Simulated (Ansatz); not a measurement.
Crystal: Nb.

```xyz
1
Lattice="0.0000 2.1150 2.1150 2.1150 0.0000 2.1150 2.1150 2.1150 0.0000" Properties=species:S:1:pos:R:3 pbc="T T T"
Nb    0.0000    0.0000    0.0000
```

This isn't the form of Nb at room conditions, which is bcc.

- Program: Ansatz 0.2.0
- Task: single point
- Functional: PBEsol
- Potentials or basis: Ansatz PAW
- Cutoff: 420 eV (not typed: the program's choice for these potentials)
- k mesh: 11 × 11 × 11
- Occupations: fermi-dirac, width 0.05 eV
- Spin: no spin polarisation

On this cell: pressure -7.4 GPa; band gap on the k mesh none (metal or under the smearing width).

The same run follows on a disturbed copy (cell strained at random at fixed volume):

```
Nb
1.0
    -0.04103    2.19338    2.10885
     2.04640    0.04981    2.01800
     2.12625    2.18239   -0.03004
Nb
1
Direct
  0.03008 0.99603 0.99978
```

Question: What does the disturbed cell give?

Answer: The energy (extrapolated to zero smearing) moves by -20.1 meV/atom; pressure -7.8 GPa; band gap on the k mesh none (metal or under the smearing width).

Stress tensor (GPa, compression positive):
```
 -8.39   0.49  -2.03
  0.49  -3.10   1.08
 -2.03   1.08 -11.77
```

The energy falls, though the first cell shows no forces: that form is unstable against this distortion, unless noise or another electronic state is at work.

Caveats: the PAW data sets come from PBE, with cores solved anew for the run's functional, which leaves a small shift of forces and pressure.
